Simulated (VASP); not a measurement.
GePt:

```
Ge Pt
1.0
     2.99835    0.00000    0.00000
    -1.49918    2.59665    0.00000
     0.00000    0.00000    5.41828
Ge Pt
1 1
Direct
  0.66667 0.33333 0.00000
  0.33333 0.66667 0.50000
```

The cell was built by a generator and needn't be a form met in nature.

* Program: VASP 6.6.1
* Task: relaxation of cell and atoms
* Functional: PBE
* Potentials or basis: VASP PAW PBE potentials, release 64 (Ge_d, Pt)
* Cutoff: 520 eV
* k mesh: 8 × 8 × 4
* Occupations: gaussian, width 0.15 eV
* Spin: no spin polarisation

At the start: pressure -18.1 GPa; volume 21.09 Å³/atom.

Task: How do energy, volume and symmetry change on relaxing?

Result: Over 22 steps the energy falls by 544.6 meV/atom and the volume is 17.44 Å³/atom (-17.3 %); space group P-6m2 (No. 187, to 0.05 Å).

The path:
```csv
step,energy change (eV),largest force (eV/Å),pressure (GPa),volume (Å³)
1,0.0000,0.0000,-18.07,42.18
2,-0.3287,0.0000,27.03,29.26
3,-0.6148,0.0000,0.20,33.58
4,-0.7178,0.0000,-0.02,32.81
5,-0.7887,0.0000,1.67,31.99
6,-0.7885,0.0000,17.14,30.08
7,-0.8178,0.0000,11.90,30.64
8,-0.8719,0.0000,8.84,31.24
9,-1.0027,0.0000,-0.31,32.94
10,-1.0717,0.0000,-3.69,35.74
11,-1.0670,0.0000,-2.82,35.43
12,-1.0696,0.0000,-2.21,35.59
13,-1.0807,0.0000,-0.41,34.96
14,-1.0814,0.0000,0.27,34.89
15,-1.0817,0.0000,-0.44,34.86
16,-1.0821,0.0000,0.52,34.79
17,-1.0835,0.0000,-0.19,34.85
18,-1.0870,0.0000,0.31,35.01
19,-1.0896,0.0000,-1.20,35.31
20,-1.0896,0.0000,-1.04,35.24
21,-1.0901,0.0000,-0.86,35.07
22,-1.0892,0.0000,-0.04,34.89
```

Final structure:
```
CELL_PARAMETERS angstrom
3.51550 0.00000 0.00000
-1.75775 3.04451 0.00000
0.00000 0.00000 3.25980
ATOMIC_POSITIONS crystal
Ge 0.66667 0.33333 0.00000
Pt 0.33333 0.66667 0.50000
```

Caveat: the volume moved by over 15 % at a fixed basis, so the end points are rough.
